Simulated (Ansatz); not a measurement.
# Si2W: the crystal squeezed far, part 2 of 2

How does Si2W (AlB2 type) answer strong compression, and how long do frozen cores keep up with all electrons? The runs shown use LAPW, crystal datasets and norm-conserving. Companion runs by PAW are cited. Its runs: the reference run (LAPW); volume scaled by 1 (crystal datasets and norm-conserving); volume scaled by 0.94 (LAPW and norm-conserving); volume scaled by 0.88 (LAPW and norm-conserving); volume scaled by 0.8 (LAPW and norm-conserving); volume scaled by 0.72 (LAPW and crystal datasets); volume scaled by 0.62 (LAPW, crystal datasets and norm-conserving).

Ansatz 0.2.0; DFT PBE; a cell built from a prototype (AlB2 type), not taken from measurement. «Crystal datasets» are all-electron PAW datasets made for this crystal.

### Step 13. Volume scaled by 0.62, LAPW

input.yaml

```yaml
crystal:
  lattice:
    - [3.6307042723, 0.0, 0.0]
    - [-1.8153521362, 3.1442821334, 0.0]
    - [0.0, 0.0, 2.3060041957]
  atoms:
    - { symbol: W, position: [0.0, 0.0, 0.0] }
    - { symbol: Si, position: [0.3333333333, 0.6666666667, 0.5] }
    - { symbol: Si, position: [0.6666666667, 0.3333333333, 0.5] }
kpoints:
  mp_grid: { grid: [10, 10, 8] }
  band_path:
    path:
      - [0.0, 0.0, 0.0]
      - [0.5, 0.0, 0.0]
      - [0.3333333333, 0.3333333333, 0.0]
      - [0.0, 0.0, 0.0]
      - [0.0, 0.0, 0.5]
      - [0.5, 0.0, 0.5]
      - [0.3333333333, 0.3333333333, 0.5]
      - [0.0, 0.0, 0.5]
      - [0.5, 0.0, 0.5]
    npoints: 8
scf:
  occupations: { method: fermi_dirac, width: 0.1 }
hamiltonian:
  xc: pbe
  pseudopotentials: { kind: all_electron, lapw: { basis_error: 0.001 } }
output:
  forces: true
  stress: true
  eigenvalues: true
  populations: true
  dos: { projected: true, de: 0.2, e_range: [-14, 8] }
```

Launch:

```console
$ ansatz run input.yaml --threads 1 --pin off --max-ram 3072MiB --backend cpu --events-out ev --progress --plain --runs-dir out
```

What it wrote:

```text
W: projections on atomic orbitals take those of the free atom 1s2 2s2 2p6 3s2 3p6 3d10 4s2 4p6 4d10 4f14 5s2 5p6 5d4 6s2, of charge +0.00 (hamiltonian.pseudopotentials.projection_atoms)
Si: projections on atomic orbitals take those of the free atom 1s2 2s2 2p6 3s2 3p2, of charge +0.00 (hamiltonian.pseudopotentials.projection_atoms)
LAPW: plane waves up to 10.877 Å⁻¹, error target 1.0e-3 eV per atom; small_component_spin mean_spin; Si in spheres of 1.048 Å, 12 of its electrons in bands, Dirac shells []; W in spheres of 1.153 Å, 46 of its electrons in bands, Dirac shells []
Engine: ansatz 0.2.0
Pseudopotentials: kind: all_electron
Pseudopotential: W, LAPW, valence charge 46, Koelling and Harmon's equation, gaussian nucleus
Pseudopotential: Si, LAPW, valence charge 12, Koelling and Harmon's equation, gaussian nucleus
Functional definition: PBE
  parameter kappa = 0.804
  parameter beta = 0.06672455060314922
  exchange = pbe_x(kappa = kappa, mu = beta*pi^2/3)
  correlation = pbe_c(beta = beta)
Crystal: 3 atoms, lattice volume = 26.325 Å³
Basis set: ecut = 450.7899243391062 eV, 559 PW (Γ), exchange–correlation at level 2
Bands: 42, of which v1, the nominal top of the filled ones, is band 35 counted from 1 (34 counted from 0)
Symmetry: 24 space group operations
Space group: P6/mmm (ITA 191), of the structure as read, at distance tolerance 3.0e-5 Å
k-points: 70 of 800
Non-local potential: W, projectors of the file, none
Non-local potential: Si, projectors of the file, none
Initial density: superposition of atomic densities (chi_scale 0.1, normalization cell, long waves kept (reshape's long-wave potential 0.00 eV rms))
Initial wavefunctions: plane waves of lowest kinetic energy (no species holds an atomic orbital)
Functional: x = pbe(κ = 0.804, μ = 0.2195149727645171), c = pbe(β = 0.06672455060314922)
iter 1 solved again at ethr=3.44e-4 eV; its pass at ethr=1.00e-1 eV (dr2=2.41e-1 eV) is discarded
SCF iter   1: F=—  HF=-454978.023260 eV  |F-HF|=—  |Δ(HF+E_count)|=         —  Δρ=3.78e-2  dr2=2.41e-1  ethr=3.44e-4  ⟨swp⟩=2.7  Hψ=19367  notcnv=0
preconditioner: auto → none  [metal: Δε(μ)=0.120 eV  Ē_g=26.927 eV  σ=0.100 eV  W_gap=0.29  n_scr=8 (ndim 8)  ℏωp=42.2 eV  f_vac=0.000  D(μ)=0.84/eV (n_scr^D=6)  sad-step TF]
SCF iter   2: F=—  HF=-454977.842567 eV  |F-HF|=—  |Δ(HF+E_count)|=   1.81e-1  Δρ=2.22e-2  dr2=1.16e-1  ethr=3.44e-4  ⟨swp⟩=2.0  Hψ=8572  notcnv=0
SCF iter   3: F=—  HF=-454977.794437 eV  |F-HF|=—  |Δ(HF+E_count)|=   4.81e-2  Δρ=1.15e-2  dr2=3.72e-2  ethr=1.66e-4  ⟨swp⟩=3.0  Hψ=9151  notcnv=0
iter 4 solved again at ethr=2.68e-6 eV; its pass at ethr=5.31e-5 eV (dr2=1.88e-3 eV) is discarded
SCF iter   4: F=—  HF=-454977.780109 eV  |F-HF|=—  |Δ(HF+E_count)|=   1.43e-2  Δρ=2.78e-3  dr2=1.88e-3  ethr=2.68e-6  ⟨swp⟩=2.0  Hψ=14425  notcnv=0
SCF iter   5: F=—  HF=-454977.779438 eV  |F-HF|=—  |Δ(HF+E_count)|=         —  Δρ=1.14e-3  dr2=2.13e-4  ethr=2.68e-6  ⟨swp⟩=2.3  Hψ=8386  notcnv=0
the basis was enlarged: its passes take 323.6 KiB over the memory plan, 1 of 1 planned eigensolver slots
SCF iter   6: F=—  HF=-454977.779447 eV  |F-HF|=—  |Δ(HF+E_count)|=   9.29e-6  Δρ=1.50e-4  dr2=3.09e-6  ethr=3.05e-7  ⟨swp⟩=2.0  Hψ=8363  notcnv=0
SCF iter   7: F=-454977.779448 eV  HF=-454977.779448 eV  |F-HF|=8.27e-9  |Δ(HF+E_count)|=   8.23e-7  Δρ=1.18e-5  dr2=1.36e-8  ethr=4.42e-9  ⟨swp⟩=2.0  Hψ=8363  notcnv=0
SCF 1 converged in 7 iterations: F = -454977.779448 eV  dr2 = 1.36e-8
NSCF: frozen V_eff on 65 k-points
SCF converged after 7 iterations
Free energy (F): -454977.779448 eV
Harris-Foulkes:  -454977.779448 eV  (|F-HF|=8.27e-9)
Internal energy: -454977.748909 eV  (E = F + TS)
E sigma→0 (E₀):  -454977.764178 eV
Entropy (-TS):   -0.030539 eV (-10.180 meV/atom)
Fermi energy:    32.836390 eV
--- Per-component energies (eV) ---
  E_band       = -6157.802095
  E_kinetic    = 507821.790779
  E_xc         = -9996.336110
  E_electrostatic = -952803.203578  (all electrons and nuclei)
  E_smearing   = -0.030539  (= −TS)
  E_closure    = 0.000000  (closes the sum)
  E_atoms      = -454964.502389  (free atoms, spherical and without spin; not in F)
  Σ components = -454977.779448   (vs F -454977.779448, Δ=0.00e0)
  Basis errors (estimates in eV, not in F): energy 1.4e-4 per atom: plane waves 1.0e-4 (5.1e-5 summed), levels above the bands 8.0e-48, relativity 1.8e-8, radial functions 4.0e-5, core shells 4.2e-11; eigenvalues (radial functions only) 1.7e-6; not estimated: angular momenta, meshes, grids; target (lapw.basis_error) 1.0e-3; muffin-tin radii Si 1.048 Å, W 1.153 Å
--- Forces (eV/Å), atoms counted from 1 ---
  atom   1  W      0.00000000     0.00000000     0.00000000
  atom   2  Si    -0.00000000    -0.00000000     0.00000000
  atom   3  Si     0.00000000     0.00000000     0.00000000
  max |Σ_I F_I| component: 5.78e-19 eV/Å
--- Stress (GPa, compression-positive) ---
      243.167767      -0.000000       0.000000
       -0.000000     243.167767       0.000000
        0.000000       0.000000     243.101785
  P = ⅓ Tr σ = 243.1458 GPa (2431.458 kbar)
--- Band table (eV; the first three rows and the last of 70) ---
  k-point 0: bands = ["-530.7388", "-384.7690", "-384.7493", "-384.7493", "-199.8359", "-199.8359", "-199.7996", "-199.7975", "-199.7975", "-101.6790", "-101.6494", "-57.7191", "-57.7191", "-57.6627", "-57.6468", "-57.6373", "-57.6373", "-41.3962", "-6.1579", "-6.1579", "-4.1807", "4.8668", "4.8668", "4.9408", "4.9408", "4.9663", "4.9820", "5.0417", "14.2606", "22.8776", "22.8776", "25.5317", "28.3703", "32.1417", "32.1417", "35.8951", "35.8951", "39.3820", "39.3820", "39.8944", "41.2000", "46.3685"]
  k-point 1: bands = ["-530.7388", "-384.7690", "-384.7493", "-384.7493", "-199.8359", "-199.8359", "-199.7995", "-199.7975", "-199.7975", "-101.6782", "-101.6486", "-57.7185", "-57.7185", "-57.6690", "-57.6526", "-57.6368", "-57.6368", "-41.3311", "-6.0735", "-6.0735", "-4.8517", "4.8838", "4.8838", "4.9338", "4.9338", "4.9674", "4.9827", "4.9998", "14.7828", "23.2630", "23.2630", "26.7206", "28.7303", "30.2245", "30.2245", "36.0919", "37.3962", "37.3962", "38.5870", "38.5870", "44.0429", "46.0645"]
  k-point 2: bands = ["-530.7388", "-384.7690", "-384.7493", "-384.7493", "-199.8359", "-199.8359", "-199.7993", "-199.7975", "-199.7975", "-101.6762", "-101.6467", "-57.7170", "-57.7170", "-57.6842", "-57.6668", "-57.6356", "-57.6356", "-41.1710", "-6.3145", "-5.8650", "-5.8650", "4.9170", "4.9170", "4.9212", "4.9278", "4.9278", "4.9700", "4.9844", "16.2083", "24.4086", "24.4086", "27.4484", "27.4484", "27.4997", "29.7410", "35.0473", "35.9103", "35.9103", "39.4768", "39.4768", "44.2263", "44.9900"]
  k-point 69: bands = ["-530.7388", "-384.7690", "-384.7493", "-384.7493", "-199.8360", "-199.8360", "-199.7991", "-199.7975", "-199.7975", "-101.6606", "-101.6569", "-57.7236", "-57.6974", "-57.6950", "-57.6806", "-57.6685", "-57.6254", "-40.9344", "-8.0765", "-5.6525", "-5.6307", "4.8450", "4.8949", "4.8960", "4.9785", "4.9812", "4.9957", "4.9962", "20.6246", "21.3309", "24.6893", "24.9362", "27.9604", "29.3033", "32.8694", "33.1240", "34.4711", "34.5124", "38.5504", "42.6252", "42.8550", "43.3459"]
--- Löwdin populations: 3 sites ---
  site symbol       q [e]
     0      W     74.2219
     1     Si     13.6951
     2     Si     13.6951
  spilling = 0.003802 (of n_electrons = 102.000000)
```

Wall time 34 s (1 thread of Intel Xeon 6975P-C (Granite Rapids), shared host); peak memory 0.58 GiB.

Read from it: pressure 243.15 GPa; no gap.

Levels at the path's labelled points, in eV from the Fermi level:

```csv
point,band 32,band 33,band 34,band 35,band 36,band 37,band 38
Γ,-7.30,-4.47,-0.69,-0.69,3.06,3.06,6.55
M,-7.35,-4.44,-3.90,1.31,2.55,4.20,5.34
K,-6.09,-3.59,-3.59,1.73,1.73,2.42,5.59
Γ,-7.30,-4.47,-0.69,-0.69,3.06,3.06,6.55
A,-8.13,-4.74,-4.74,-2.82,-2.82,-0.96,6.88
L,-7.79,-7.35,-1.06,-0.73,1.00,1.82,2.73
H,-7.95,-4.72,-3.81,0.74,0.74,0.98,0.98
A,-8.13,-4.74,-4.74,-2.82,-2.82,-0.96,6.88
L,-7.79,-7.35,-1.06,-0.73,1.00,1.82,2.73
```

States per cell in windows of 1 eV (zero at the Fermi level; grid of 0.20 eV, so sharp peaks spill over the borders):

```csv
from,to,total,W 5d,Si 3p,Si 3s
-10,-9,0.66,0.22,0.34,0.04
-9,-8,1.46,0.53,0.80,0.04
-8,-7,0.76,0.30,0.40,0.03
-7,-6,1.06,0.56,0.37,0.06
-6,-5,1.24,0.56,0.54,0.06
-5,-4,0.73,0.40,0.25,0.02
-4,-3,1.42,0.90,0.35,0.08
-3,-2,0.75,0.38,0.21,0.05
-2,-1,0.93,0.46,0.26,0.09
-1,0,1.02,0.45,0.32,0.13
0,1,1.16,0.49,0.37,0.11
1,2,1.26,0.59,0.39,0.10
2,3,1.18,0.54,0.32,0.11
3,4,1.17,0.39,0.29,0.15
4,5,1.14,0.26,0.26,0.20
```

### Step 14. Volume scaled by 0.62, crystal datasets

input.yaml

```yaml
crystal:
  lattice:
    - [3.6307042723, 0.0, 0.0]
    - [-1.8153521362, 3.1442821334, 0.0]
    - [0.0, 0.0, 2.3060041957]
  atoms:
    - { symbol: W, position: [0.0, 0.0, 0.0] }
    - { symbol: Si, position: [0.3333333333, 0.6666666667, 0.5] }
    - { symbol: Si, position: [0.6666666667, 0.3333333333, 0.5] }
kpoints:
  mp_grid: { grid: [10, 10, 8] }
scf:
  occupations: { method: fermi_dirac, width: 0.1 }
hamiltonian:
  xc: pbe
  pseudopotentials: { kind: all_electron, datasets: crystal }
output:
  forces: true
  stress: true
  eigenvalues: true
```

Launch:

```console
$ ansatz run input.yaml --threads 1 --pin off --max-ram 3072MiB --backend cpu --events-out ev --progress --plain --runs-dir out
```

What it wrote, cut to the lines that bear on the results:

```text
[...]
[... 1 set-up line as earlier in the session ...]
Pseudopotential: W, paw, valence charge 28, recommended cutoff 380 eV (normal), Koelling and Harmon's equation, gaussian nucleus
Pseudopotential: Si, paw, valence charge 12, recommended cutoff 380 eV (normal), Koelling and Harmon's equation, gaussian nucleus
[... 1 set-up line as earlier in the session ...]
[...]
Crystal: 3 atoms, lattice volume = 26.325 Å³
[...]
--- Stress (GPa, compression-positive) ---
      243.166598      -0.000000       0.000000
       -0.000000     243.166598       0.000000
        0.000000       0.000000     243.112395
  P = ⅓ Tr σ = 243.1485 GPa (2431.485 kbar)
  It holds what live shells' own plane waves past their cutoff add
--- Band table (eV; the first three rows and the last of 70) ---
  k-point 0: bands = ["-41.3960", "-6.1577", "-6.1577", "-4.1804", "14.2606", "22.8776", "22.8776", "25.5318", "28.3704", "32.1417", "32.1417", "35.8953", "35.8953", "39.3821"]
[...]
```

It took 22 s on 1 thread of Intel Xeon 6975P-C (Granite Rapids), shared host; peak memory 0.81 GiB.

Result: pressure 243.15 GPa; no gap.

### Step 15. Volume scaled by 0.62, norm-conserving

input.yaml: that of step 14 with these lines changed.

```diff
@@ -15,3 +15,3 @@
   xc: pbe
-  pseudopotentials: { kind: all_electron, datasets: crystal }
+  pseudopotentials: { kind: nc }
 output:
```

Launch:

```console
$ ansatz run input.yaml --threads 1 --pin off --max-ram 3072MiB --backend cpu --events-out ev --progress --plain --runs-dir out
```

What it wrote, cut to the lines that bear on the results:

```text
[...]
[... 4 set-up lines as earlier in the session ...]
[...]
Crystal: 3 atoms, lattice volume = 26.325 Å³
[...]
--- Stress (GPa, compression-positive) ---
      243.707895      -0.000000       0.000000
       -0.000000     243.707895      -0.000000
        0.000000      -0.000000     243.999421
  P = ⅓ Tr σ = 243.8051 GPa (2438.051 kbar)
--- Band table (eV; the first three rows and the last of 70) ---
  k-point 0: bands = ["-47.1979", "-11.9611", "-11.9611", "-9.9670", "8.3995", "17.0177", "17.0177", "19.6825", "22.4973", "26.2929", "26.2929", "30.0657", "30.0657", "33.5494", "33.5494"]
[...]
```

Run time: 3.6 s. Hardware: 1 thread of Intel Xeon 6975P-C (Granite Rapids), shared host; peak memory 0.39 GiB.

Result: pressure 243.81 GPa; no gap.

### Step 16. All runs together

The PAW rows are taken from companion runs at the same settings.

| method | volume over the first | volume (Å³/atom) | pressure (GPa) | SCF cycles, all passes |
| --- | --- | --- | --- | --- |
| LAPW | 1 | 14.153 | 0.05 | 9 |
| LAPW | 0.94 | 13.304 | 12.31 | 9 |
| LAPW | 0.88 | 12.455 | 29.49 | 7 |
| LAPW | 0.8 | 11.323 | 64.30 | 7 |
| LAPW | 0.72 | 10.190 | 120.47 | 7 |
| LAPW | 0.62 | 8.775 | 243.15 | 7 |
| PAW | 1 | 14.153 | 0.01 | 6 |
| PAW | 0.94 | 13.304 | 12.30 | 6 |
| PAW | 0.88 | 12.455 | 29.53 | 6 |
| PAW | 0.8 | 11.323 | 64.48 | 6 |
| PAW | 0.72 | 10.190 | 120.92 | 6 |
| PAW | 0.62 | 8.775 | 244.33 | 6 |
| PAW (core large) | 0.62 | 8.775 | 244.33 | 6 |
| crystal datasets | 1 | 14.153 | 0.05 | 9 |
| crystal datasets | 0.72 | 10.190 | 120.47 | 9 |
| crystal datasets | 0.62 | 8.775 | 243.15 | 9 |
| norm-conserving | 1 | 14.153 | 0.10 | 7 |
| norm-conserving | 0.94 | 13.304 | 12.40 | 7 |
| norm-conserving | 0.88 | 12.455 | 29.63 | 7 |
| norm-conserving | 0.8 | 11.323 | 64.53 | 7 |
| norm-conserving | 0.62 | 8.775 | 243.81 | 7 |

### Step 17. Results

The summary covers parts 1 to 2.

| quantity | value |
| --- | --- |
| LAPW pressure at 0.62 of the volume | 243.1 GPa |
| PAW pressure at 0.62 of the volume | 244.3 GPa |
| PAW (core large) pressure at 0.62 of the volume | 244.3 GPa |
| crystal datasets pressure at 0.62 of the volume | 243.1 GPa |
| norm-conserving pressure at 0.62 of the volume | 243.8 GPa |
| fitted bulk modulus at zero pressure (LAPW) | 176 GPa |
| its pressure derivative | 4.39 |

**Reading.** At 0.62 of the starting volume LAPW gives 243 GPa. A third-order Birch-Murnaghan curve fits the range only roughly (B₀ = 176 GPa, B′ = 4.39, misfit at most 0.78 GPa). A fit over so wide a range leans to the high pressures, so B₀ can be off by several per cent. Where LAPW's pressure is over 3 GPa, PAW's departs from it by at most 0.5 %, at 0.62 of the volume. The ions are at rest, and the electrons smeared by 0.1 eV. Spin-orbit coupling is left out, though the cell holds W; in elements this heavy it can shift bands and gaps by tenths of an eV.
